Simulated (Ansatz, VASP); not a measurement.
# BiN: VASP beside Ansatz, part 2 of 2

Wanted: the spread between two codes on one cell, functional and k mesh. The cell is generated by rule, not measured, and may not be a known phase. The cell is taken from a series of runs on this material, whose earlier steps may have relaxed, scaled, displaced or heated it; both programs get it as it stands.

VASP 6.6.1 and Ansatz 0.2.0.

So far: Starting point; VASP: zone-centre phonons, PBEsol.

**2. VASP: zone-centre phonons, PBEsol (continued)**

Level of this step: PBEsol; plane waves and PAW (Bi_d, N); invented cell (VASP).

Numbers of over 12 decimals in the logs are rounded to 6 here.

Parts of OUTCAR (step 2):

```text
ion  position               nearest neighbor table
   1  0.500  0.000  0.222-   4 2.23   4 2.23   3 2.36   3 2.36   2 3.57   2 3.57   2 3.57   2 3.57

  LATTYP: Found a simple orthorhombic cell.
 ALAT       =     3.6219162471
 B/A-ratio  =     1.2189251193
 C/A-ratio  =     1.3383281114

 Subroutine GETGRP returns: Found  8 space group operations
 (whereof  4 operations were pure point group operations)

The static configuration has the point symmetry C_2v.
 The point group associated with its full space group is D_2h.

 Found    100 irreducible k-points:

   k-points           NKPTS =    100   k-points in BZ     NKDIM =    100   number of bands    NBANDS=     26

   dimension x,y,z NGX =    30 NGY =   36 NGZ =   40
   dimension x,y,z NGXF=    60 NGYF=   72 NGZF=   80

   ENCUT  =  600.0 eV  44.10 Ry    6.64 a.u.   7.23  8.82  9.68*2*pi/ulx,y,z

   NELECT =      40.0000    total number of electrons

 k-points in reciprocal lattice and weights: Automatic mesh
   0.00000000  0.00000000  0.00000000       0.003
   0.12500000  0.00000000  0.00000000       0.005
   0.25000000  0.00000000  0.00000000       0.005
   0.37500000  0.00000000  0.00000000       0.005
   0.50000000  0.00000000  0.00000000       0.003
   0.00000000  0.12500000  0.00000000       0.005
   0.12500000  0.12500000  0.00000000       0.010
   0.25000000  0.12500000  0.00000000       0.010
   0.37500000  0.12500000  0.00000000       0.010
[...]
0.37500000  0.50000000  0.50000000       0.005
   0.50000000  0.50000000  0.50000000       0.003

 average (electrostatic) potential at core
       1-103.6467       2-103.6467       3 -61.2216       4 -61.2216

  Total        0.0395785      0.0452644      0.0251624      0.0000000      0.0000000      0.0000000
  in kB        0.8181156      0.9356486      0.5201242      0.0000000      0.0000000      0.0000000
  external PRESSURE =       0.7579628 kB  Pullay stress =       0.0000000 kB

  energy-cutoff  :      600.00
  volume of cell :       77.51
      direct lattice vectors                 reciprocal lattice vectors
     3.621916247  0.000000000  0.000000000     0.276096942  0.000000000  0.000000000
     0.000000000  4.414844694  0.000000000     0.000000000  0.226508534  0.000000000
     0.000000000  0.000000000  4.847312331     0.000000000  0.000000000  0.206299890

 POSITION                                       TOTAL-FORCE (eV/Angst)
 -----------------------------------------------------------------------------------
      1.81096      0.00000      1.07547         0.000000      0.000000      0.042687
      0.00000      2.20742      3.77184         0.000000      0.000000     -0.042687
      1.81096      2.20742      0.23068         0.000000      0.000000      0.015013
      0.00000      0.00000      4.61663         0.000000      0.000000     -0.015013
 -----------------------------------------------------------------------------------
    total drift:                                0.000000      0.000000      0.000000

 Eigenvectors and eigenvalues of the dynamical matrix
 ----------------------------------------------------

   1 f  =   14.678140 THz    92.225471 2PiTHz  489.610033 cm-1    60.703880 meV
             X         Y         Z           dx          dy          dz
      1.810958  0.000000  1.075469    -0.000000   -0.028836    0.000000
      0.000000  2.207422  3.771844     0.000000    0.028836    0.000000
      1.810958  2.207422  0.230683    -0.000000    0.706519   -0.000000
      0.000000  0.000000  4.616629     0.000000   -0.706519   -0.000000

   2 f  =   14.570302 THz    91.547909 2PiTHz  486.012967 cm-1    60.257901 meV
             X         Y         Z           dx          dy          dz
      1.810958  0.000000  1.075469    -0.000000   -0.000000   -0.177207
      0.000000  2.207422  3.771844     0.000000    0.000000   -0.177207
      1.810958  2.207422  0.230683    -0.000000    0.000000    0.684542
      0.000000  0.000000  4.616629     0.000000   -0.000000    0.684542

   3 f  =   14.453419 THz    90.813509 2PiTHz  482.114158 cm-1    59.774510 meV
             X         Y         Z           dx          dy          dz
      1.810958  0.000000  1.075469     0.098653   -0.000000   -0.000000
      0.000000  2.207422  3.771844    -0.098653    0.000000   -0.000000
      1.810958  2.207422  0.230683     0.700191    0.000000    0.000000
      0.000000  0.000000  4.616629    -0.700191   -0.000000    0.000000

   4 f  =   13.799935 THz    86.707548 2PiTHz  460.316276 cm-1    57.071919 meV
             X         Y         Z           dx          dy          dz
      1.810958  0.000000  1.075469     0.000000   -0.000000    0.073108
      0.000000  2.207422  3.771844    -0.000000    0.000000   -0.073108
      1.810958  2.207422  0.230683     0.000000    0.000000    0.703317
      0.000000  0.000000  4.616629    -0.000000   -0.000000   -0.703317

   5 f  =   11.736507 THz    73.742647 2PiTHz  391.487724 cm-1    48.538270 meV
             X         Y         Z           dx          dy          dz
      1.810958  0.000000  1.075469     0.177204   -0.000000   -0.000000
      0.000000  2.207422  3.771844     0.177204   -0.000000    0.000000
      1.810958  2.207422  0.230683    -0.684543    0.000000    0.000000
      0.000000  0.000000  4.616629    -0.684543    0.000000   -0.000000

   6 f  =    6.871715 THz    43.176259 2PiTHz  229.215743 cm-1    28.419117 meV
             X         Y         Z           dx          dy          dz
      1.810958  0.000000  1.075469    -0.000000   -0.176751   -0.000000
      0.000000  2.207422  3.771844    -0.000000   -0.176751    0.000000
      1.810958  2.207422  0.230683     0.000000    0.684660   -0.000000
      0.000000  0.000000  4.616629     0.000000    0.684660   -0.000000

   7 f  =    4.291738 THz    26.965786 2PiTHz  143.156976 cm-1    17.749195 meV
             X         Y         Z           dx          dy          dz
      1.810958  0.000000  1.075469     0.000000   -0.000000    0.703317
      0.000000  2.207422  3.771844     0.000000   -0.000000   -0.703317
      1.810958  2.207422  0.230683    -0.000000    0.000000   -0.073108
      0.000000  0.000000  4.616629    -0.000000    0.000000    0.073108

   8 f  =    2.900800 THz    18.226262 2PiTHz   96.760262 cm-1    11.996738 meV
             X         Y         Z           dx          dy          dz
      1.810958  0.000000  1.075469     0.700191    0.000000   -0.000000
      0.000000  2.207422  3.771844    -0.700191   -0.000000    0.000000
      1.810958  2.207422  0.230683    -0.098653    0.000000    0.000000
      0.000000  0.000000  4.616629     0.098653    0.000000   -0.000000

   9 f  =    2.854402 THz    17.934737 2PiTHz   95.212605 cm-1    11.804853 meV
             X         Y         Z           dx          dy          dz
      1.810958  0.000000  1.075469    -0.000000    0.706519    0.000000
      0.000000  2.207422  3.771844     0.000000   -0.706519   -0.000000
      1.810958  2.207422  0.230683     0.000000    0.028836   -0.000000
      0.000000  0.000000  4.616629    -0.000000   -0.028836    0.000000

  10 f/i=    0.000307 THz     0.001932 2PiTHz    0.010256 cm-1     0.001272 meV
             X         Y         Z           dx          dy          dz
      1.810958  0.000000  1.075469     0.684543   -0.000000    0.000000
      0.000000  2.207422  3.771844     0.684543   -0.000000    0.000000
      1.810958  2.207422  0.230683     0.177204   -0.000000    0.000000
      0.000000  0.000000  4.616629     0.177204   -0.000000    0.000000

  11 f/i=    0.000433 THz     0.002721 2PiTHz    0.014448 cm-1     0.001791 meV
             X         Y         Z           dx          dy          dz
      1.810958  0.000000  1.075469     0.000000    0.000000   -0.684542
      0.000000  2.207422  3.771844     0.000000    0.000000   -0.684542
      1.810958  2.207422  0.230683     0.000000    0.000000   -0.177207
      0.000000  0.000000  4.616629     0.000000    0.000000   -0.177207

  12 f/i=    0.004374 THz     0.027481 2PiTHz    0.145890 cm-1     0.018088 meV
             X         Y         Z           dx          dy          dz
      1.810958  0.000000  1.075469    -0.000000   -0.684660   -0.000000
      0.000000  2.207422  3.771844    -0.000000   -0.684660   -0.000000
      1.810958  2.207422  0.230683    -0.000000   -0.176751   -0.000000
      0.000000  0.000000  4.616629    -0.000000   -0.176751   -0.000000

 ELASTIC MODULI CONTR FROM IONIC RELAXATION (kBar)
 Direction    XX          YY          ZZ          XY          YZ          ZX
 --------------------------------------------------------------------------------
 XX        -860.1781    164.4963   -625.4830      0.0000     -0.0000      0.0000
 YY         164.4963   -810.3665   -361.0720      0.0000     -0.0000     -0.0000
 ZZ        -625.4830   -361.0720   -751.4680      0.0000     -0.0000      0.0000
 XY           0.0000      0.0000      0.0000      0.0000      0.0000      0.0000
 YZ          -0.0000     -0.0000     -0.0000      0.0000   -320.5099     -0.0000
 ZX           0.0000     -0.0000      0.0000      0.0000     -0.0000   -647.0142
 --------------------------------------------------------------------------------
```

**3. Ansatz: zone-centre phonons, PBEsol**

Ansatz runs on its default PAW (the set named soft_2) files.

The same cell, functional, mesh and smearing now go to Ansatz, which takes its cutoff from its data sets.

input.yaml

```yaml
crystal:
  lattice:
    - [3.6219162471, 0.0, 0.0]
    - [0.0, 4.4148446937, 0.0]
    - [0.0, 0.0, 4.8473123305]
  atoms:
    - { symbol: Bi, position: [0.5, 0.0, 0.2218690706] }
    - { symbol: Bi, position: [0.0, 0.5, 0.7781309294] }
    - { symbol: "N", position: [0.5, 0.5, 0.0475899203] }
    - { symbol: "N", position: [0.0, 0.0, 0.9524100797] }
kpoints:
  mp_grid: { grid: [8, 8, 6] }
hamiltonian:
  xc: pbesol
scf:
  occupations: { method: methfessel_paxton, width: 0.2 }
output:
  eigenvalues: true
phonons:
  method: dfpt
```

Launch:

```
$ ansatz run input.yaml --threads 4 --pin off --max-ram 7168MiB --backend cpu --events-out ev --progress --plain --runs-dir out
```

Output:

```text
zone centre: on kpoints.mp_grid the ground state, and the responses unless they are solved on pairs of k-points, stand on 100 of the mesh's 384 k-points, reduced under 4 symmetry operations, with k and −k counted as one. Each operation leaves every solved displacement unchanged or reverses it
Engine: ansatz 0.2.0, aarch64-unknown-linux-gnu
Pseudopotentials: kind: paw
Pseudopotential: Bi, paw, valence charge 15, recommended cutoff 420 eV (normal), Bi.paw.azcp
Pseudopotential: N, paw, valence charge 5, recommended cutoff 420 eV (normal), N.paw.azcp
Functional definition: PBEsol
  exchange = pbesol_x
  correlation = pbesol_c
Crystal: 4 atoms, lattice volume = 77.509 Å³
Basis set: ecut = 420 eV, 1511 PW (Γ), exchange–correlation on 60×60×72 points (8 copies of the dense FFT grid, shifted against one another)
Bands: 24, of which v1, the nominal top of the filled ones, is band 20 counted from 1 (19 counted from 0)
Symmetry: 8 space group operations
k-points: 100 of 384 (irreducible under 4 space group operations, time reversal used)
Non-local potential: Bi, projectors of the file, l = 0: 2, l = 1: 2, l = 2: 2, l = 3: 2
Non-local potential: N, projectors of the file, l = 0: 2, l = 1: 2, l = 2: 1
PAW form: soft (Blöchl's): semilocal exchange-correlation on the pseudo side does not see the compensation charge
PAW frozen core: Bi, regenerated for the run's functional, and the local potential with it (the file was generated under x = pbe(κ = 0.804, μ = 0.219515), c = pbe(β = 0.066725))
PAW frozen core: N, regenerated for the run's functional, and the local potential with it (the file was generated under x = pbe(κ = 0.804, μ = 0.219515), c = pbe(β = 0.066725))
PAW one-centre angular grid: Bi, 590 points (default); XC on 64 Gauss nodes
PAW one-centre angular grid: N, 110 points (default); XC on 64 Gauss nodes
Initial density: superposition of atomic densities (neutral atoms: chi_scale 0, normalization atom), corrected by the library's trained network
Initial wavefunctions: pseudopotential atomic-orbital guess
Functional: x = pbesol(κ = 0.804, μ = 0.123457), c = pbesol(β = 0.046)
SCF iter   1: F=—  HF=-25238.819517 eV  |F-HF|=—  |Δ(HF+E_count)|=         —  Δρ=1.18e-2  dr2=1.45e-1  ethr=1.77e-3  ⟨swp⟩=5.3  Hψ=10522  notcnv=0
preconditioner: auto → Resta (q_TF=auto, 2.443 Å⁻¹)  ε∞=3.3  [insulator: Δε(μ)=0.167 eV  Ē_g=17.719 eV  σ=0.200 eV  W_gap=0.62  n_scr=18 (ndim 8)  ℏωp=26.7 eV  f_vac=0.009  D(μ)=0.35/eV (n_scr^D=0)  ε∞_Penn≈3.3]
SCF iter   2: F=—  HF=-25238.795729 eV  |F-HF|=—  |Δ(HF+E_count)|=   2.38e-2  S|Δr|=    0.00e0  Δρ=4.14e-3  dr2=1.89e-2  ethr=3.63e-4  ⟨swp⟩=1.0  Hψ=3200  notcnv=0
SCF iter   3: F=—  HF=-25238.792508 eV  |F-HF|=—  |Δ(HF+E_count)|=   3.22e-3  S|Δr|=    0.00e0  Δρ=5.50e-4  dr2=1.83e-4  ethr=4.72e-5  ⟨swp⟩=2.0  Hψ=2938  notcnv=0
SCF iter   4: F=—  HF=-25238.792576 eV  |F-HF|=—  |Δ(HF+E_count)|=   6.86e-5  S|Δr|=    0.00e0  Δρ=7.40e-5  dr2=6.55e-6  ethr=4.58e-7  ⟨swp⟩=2.0  Hψ=3378  notcnv=0
SCF iter   5: F=—  HF=-25238.792612 eV  |F-HF|=—  |Δ(HF+E_count)|=   3.58e-5  S|Δr|=    0.00e0  Δρ=2.50e-5  dr2=5.42e-7  ethr=1.64e-8  ⟨swp⟩=2.9  Hψ=4528  notcnv=0
SCF iter   6: F=—  HF=-25238.792589 eV  |F-HF|=—  |Δ(HF+E_count)|=   2.33e-5  S|Δr|=    0.00e0  Δρ=5.54e-6  dr2=3.33e-8  ethr=1.35e-9  ⟨swp⟩=2.0  Hψ=3283  notcnv=0
SCF iter   7: F=—  HF=-25238.792589 eV  |F-HF|=—  |Δ(HF+E_count)|=   6.54e-9  S|Δr|=    0.00e0  Δρ=1.07e-6  dr2=9.04e-10  ethr=8.33e-11  ⟨swp⟩=2.6  Hψ=4083  notcnv=0
SCF iter   8: F=—  HF=-25238.792589 eV  |F-HF|=—  |Δ(HF+E_count)|=  5.20e-10  S|Δr|=    0.00e0  Δρ=2.20e-7  dr2=4.47e-11  ethr=2.26e-12  ⟨swp⟩=2.6  Hψ=4067  notcnv=0
SCF iter   9: F=-25238.792589 eV  HF=-25238.792589 eV  |F-HF|=1.09e-11  |Δ(HF+E_count)|=  3.27e-11  S|Δr|=    0.00e0  Δρ=5.54e-8  dr2=2.40e-12  ethr=1.00e-12  ⟨swp⟩=6.0  Hψ=11683  notcnv=0
SCF 1 converged in 9 iterations: F = -25238.792589 eV  dr2 = 2.40e-12
  greatest PAW one-centre occupation: 0.991 electrons in one spin orbital (limit 2), on the Bi atom at site 1 (counted from 0), in its partial waves of l = 2
DFPT response loops at Γ: preconditioner auto → Kerker (q_TF=auto, 2.443 Å⁻¹) (partly filled bands, converged f_vac=0.004); β = 1.00, the filter's whole step (`scf.mixing.beta` (0.50) is not read by the response loops under this deck's `scf.mixing.preconditioner`; to damp them name `kerker` or `kerker_dos`, under which they read `scf.mixing.beta`, and type it under 1.00, their step now; both keys bind the ground state too); Broyden in place of MSR1
SCF converged after 9 iterations
Stability not checked: this state was not tested for a lower state beside it, because cold or Methfessel-Paxton smearing, or corrected tetrahedra, fill the levels in a way that the test cannot read (fill_not_monotonic; see scf.lower_state_search)
Free energy (F): -25238.792589 eV
Harris-Foulkes:  -25238.792589 eV  (|F-HF|=1.09e-11)
Internal energy: -25238.798942 eV  (E = F + TS)
E sigma→0 (E₀):  -25238.794177 eV
Entropy (-TS):   0.006354 eV (1.588 meV/atom)
Fermi energy:    10.250990 eV
Step filling:    the computed levels leave a gap of 0.1675 eV = 0.8 smearing widths at the electron count; against every level under it full and every level over it empty, smearing changes F+E_penalty+E_count by +2.060 meV and its σ→0 estimate by +0.472 meV
--- Per-component energies (eV) ---
  E_band       = -162.465695
  E_kinetic    = 861.687729
  E_local      = -3493.655793  (includes V_loc(G=0)·N_el)
  E_nonlocal   = 1222.557798
  E_hartree    = 1150.793129
  E_xc         = -417.614496
  E_vxc        = -437.881316  (∫ρ·V_xc dr)
  E_paw        = -21266.558772  (= ΣΔE_a)
  E_vpaw       = -616.759651  (= ΣTr[D̂ρ^β])
  E_aug_tail   = -0.000743  (compensation charges beyond the density's cutoff)
  E_ewald      = -3296.243497
  E_core_change = 0.235702  (= ΣΔE_core)
  E_smearing   = 0.006354  (= −TS)
  E_closure    = 0.000000  (closes the sum)
  Σ components = -25238.792589   (vs F -25238.792589, Δ=0.00e0)
--- Band table (eV; the first three rows and the last of 100) ---
  k-point 0: bands = [... 16 lower, 8.5071, 8.9185, 9.1076, 9.7856, 12.5170, 13.1648, 14.4840, 14.7381]
  k-point 1: bands = [... 16 lower, 8.5105, 8.8311, 9.1132, 9.9373, 11.7145, 13.4079, 13.5408, 14.8799]
  k-point 2: bands = [... 16 lower, 8.6348, 8.7090, 9.1228, 10.2332, 10.5461, 12.6834, 13.5461, 14.0963]
  k-point 99: bands = [... 16 lower, 6.8156, 6.8156, 10.1441, 10.1441, 13.7267, 13.7267, 14.2392, 14.2392]
--- Phonons (Γ-DFPT): 6 representative perturbations + reference, on 100 of 384 k-points (Σ response iterations 18) ---
  k mesh reduced under 4 symmetry operations, with k and −k counted as one. Each operation leaves every solved displacement unchanged or reverses it
  ASR residual: 6.013e-5 → 0.000e0 eV/Å²; symmetrization residual: 6.775e-6 eV/Å²
  ASR residual per site (eV/Å²): 6.01e-5 6.01e-5 9.62e-6 9.62e-6
  Γ frequencies (cm⁻¹): 0.00 0.00 0.00 94.37 96.55 143.00 225.76 390.43 459.35 478.74 483.56 487.00
  non-analytic LO–TO correction: not included (Born effective charges unavailable; polar crystals: no LO–TO splitting at Γ)
```

**4. Differences**

Known differences besides the potentials themselves: the cutoff is 420 eV in Ansatz and 600 eV in VASP; Ansatz makes its cores anew for this functional, VASP keeps those of its PBE data sets. Total energies have different zeros and are not compared.

The two programs side by side:

```tsv
quantity	Ansatz	VASP	difference
optical mode 1 (cm⁻¹)	94.4	95.2	-0.88 %
optical mode 2 (cm⁻¹)	96.5	96.8	-0.22 %
optical mode 3 (cm⁻¹)	143.0	143.2	-0.11 %
optical mode 4 (cm⁻¹)	225.8	229.2	-1.51 %
optical mode 5 (cm⁻¹)	390.4	391.5	-0.27 %
optical mode 6 (cm⁻¹)	459.4	460.3	-0.21 %
optical mode 7 (cm⁻¹)	478.7	482.1	-0.70 %
optical mode 8 (cm⁻¹)	483.6	486.0	-0.50 %
optical mode 9 (cm⁻¹)	487.0	489.6	-0.53 %
```

Modes are paired by rising frequency, not by their patterns, so a pair may set unlike modes beside each other; they are those without the splitting of longitudinal modes.

**5. Summary of results**

| Item | Value |
| --- | --- |
| r.m.s. difference of the optical zone-centre modes, each program's sorted by frequency (zone-centre phonons, PBEsol) | 2.1 cm⁻¹ |
| difference in optical mode 4 (zone-centre phonons, PBEsol) | -1.5 % |

The r.m.s. difference of the optical zone-centre modes, each program's sorted by frequency is 2.1 cm⁻¹ (zone-centre phonons, PBEsol). Among the rows given in per cent, the largest difference of the zone-centre phonons, PBEsol pair is in optical mode 4, -1.5 %. Such differences can come from data sets, numerical settings and the points named under the comparisons, not from the functional's error against experiment.

[Lines on the potential files, build, host, timing and source positions are cut from VASP's logs without a mark.]

[Logs are printed without paths, hosts, clocks, repeated set-up lines and the standing remarks that a program may print on its own settings, such as how far it seeks lower states.]

[Hosts, paths, dates, database ids (printed as entryN), source tags and the programs' standing remarks are cut or masked in the printed files.]
